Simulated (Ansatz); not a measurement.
Ir: the change of pressure and energy less free atoms with volume scale

All results are calculated (Ansatz 0.2.0). Periodic Kohn-Sham DFT of a crystal at fixed atoms, scaled to volume_scale times the given cell; pressure positive in compression, energy less spherical unpolarised free atoms, largest_vzz the field gradient of largest size among the nuclei.

The cell before it is scaled or strained (space group Pm-3m, No. 221):
```
Ir
1.0
      2.5700     0.0000     0.0000
      0.0000     2.5700     0.0000
      0.0000     0.0000     2.5700
Ir
1
Direct
  0.00000 0.00000 0.00000
```

Settings of every row: method all-electron LAPW; functional PBE; relativity scalar; k mesh 14x14x14; filling fermi-dirac; smearing width 0.05 eV; basis error target 1 meV/atom; nucleus gaussian.

Atom start moment: 0 on all atoms.

Limits: no spin-orbit coupling on heavy atoms; the cell comes from a prototype or a list of computed structures and needn't be the stable phase.

| row | volume scale | V (Å³/atom) | pressure (GPa) | energy less free atoms (eV/atom) |
| --- | --- | --- | --- | --- |
| 1 | 0.9405 | 15.965 | 17.613 | -8.1953 |
| 2 | 0.98 | 16.635 | 5.243 | -8.2421 |
| 3 | 1 | 16.974 | ? | ? |
| 4 | 1.02 | 17.314 | -4.61 | -8.2426 |
| 5 | 1.06 | 17.993 | -12.353 | -8.206 |

Question: what pressure and energy less free atoms should row 3 give?

Worked fit of pressure. Take u = (V_r/V)^(2/3) − 1 with V_r = 16.974 Å³ an atom, which is twice the finite (Eulerian) strain; such expansions in the strain, on which the Birch-Murnaghan equation of state is built, carry the rest volume and the bulk modulus. The shown rows have u = 0.0417, 0.01354, -0.01313, -0.03812. Least squares give pressure = 0.0231 + 370.846 × u + 1217.95 × u² GPa; a straight line predicts inner rows, each left out in turn, worse (root mean square 1.2 against 0.057 GPa). The rows lie off it by 0.008, -0.025, 0.026, -0.009 (root mean square 0.019 GPa). The pressure vanishes at u = -0.0001, or V = 16.98 Å³ an atom, and there the bulk modulus at fixed shape and fractions is B = −V dP/dV = (2/3)(1 + u) dP/du = 247 GPa. The withheld row has u = 0, so the fit gives 0.0231 + 370.846 × (0) + 1217.95 × (0)² = 0.023 GPa.

The calculation gave 0.019 GPa. The fit lies 0.004 GPa (21 % of the value, 0.013 % of the column's range) above it; its largest miss of a shown row is 0.026 GPa.

Worked fit of energy less free atoms. Take u = (V_r/V)^(2/3) − 1 with V_r = 16.974 Å³ an atom, which is twice the finite (Eulerian) strain; such expansions in the strain, on which the Birch-Murnaghan equation of state is built, carry the rest volume and the bulk modulus. The shown rows have u = 0.0417, 0.01354, -0.01313, -0.03812. Least squares give energy less free atoms = −8.24759 + 0.0266 × u + 29.386 × u² eV/atom; a straight line predicts inner rows, each left out in turn, worse (root mean square 0.03 against 0.00059 eV/atom). The rows lie off it by 0.0001, -0.0003, 0.0003, -0.0001. Its lowest point lies at u = -0.0005, or V = 16.99 Å³ an atom, and the curvature there gives the bulk modulus at fixed shape and fractions, B = (4/9)(1 + u)² E″(u)/V = 246 GPa. The withheld row has u = 0, so the fit gives −8.24759 + 0.0266 × (0) + 29.386 × (0)² = -8.2476 eV/atom.

The calculation gave -8.2476 eV/atom. The fit meets it to the printed digit.
